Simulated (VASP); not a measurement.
## HfN: single point with PBEsol

HfN:

```xyz
2
Lattice="0.0000 2.4548 2.7310 2.4548 0.0000 2.7310 2.4548 2.4548 0.0000" Properties=species:S:1:pos:R:3 pbc="T T T"
Hf    0.0000    0.0000    0.0000
N     3.6822    3.6822    4.0965
```

The cell comes from a database or a generator and needn't be the stable form of this composition.

The cell isn't the ideal one: strain +0.1125 x Voigt [0, 0, 1, 0, 0, 0], atoms carried along.

```yaml
Program: VASP 6.6.1
Task: single point
Functional: PBEsol
Potentials_or_basis: VASP PAW PBE potentials, release 64 (Hf_pv, N)
Cutoff: 520 eV
k_mesh: 16 × 16 × 16
Occupations: gaussian, width 0.15 eV
Spin: no spin polarisation
```

```
Pressure               : -21.8 GPa
Band gap on the k mesh : none (metal or under the smearing width)
```

Stress tensor (GPa, compression positive):
```
-16.08   0.00   0.00
  0.00 -16.08   0.00
  0.00   0.00 -33.18
```

Levels at points of the mesh, in eV from the Fermi level:
| k point | band 4 | band 5 | band 6 | band 7 | band 8 | band 9 | band 10 | band 11 | band 12 | band 13 |
| --- | --- | --- | --- | --- | --- | --- | --- | --- | --- | --- |
| (0.00, 0.00, 0.00) | -15.55 | -5.12 | -4.80 | -4.80 | -1.07 | 1.42 | 2.50 | 4.80 | 6.30 | 6.30 |
| (0.50, 0.00, 0.00) | -14.65 | -5.48 | -4.71 | -4.16 | 1.21 | 2.26 | 2.57 | 3.49 | 4.67 | 4.91 |
| (0.50, 0.50, 0.00) | -14.32 | -6.54 | -3.21 | -3.21 | -1.42 | 1.63 | 3.52 | 3.96 | 3.96 | 7.68 |
| (0.50, 0.00, 0.50) | -14.37 | -6.25 | -3.74 | -3.41 | -0.85 | 1.52 | 3.79 | 3.93 | 4.25 | 9.32 |

Run time: 100 s on 1 thread of AMD EPYC 9R45 96-Core Processor (Zen 5), with other jobs on the host, peak memory 0.26 GiB.

Caveat: so large a pressure means that the cell lies far from this level's equilibrium, or that cutoff or potentials fall short; the potentials were made for another functional, which shifts forces and pressure. Spin-orbit coupling is left out, which matters for the levels of Hf.
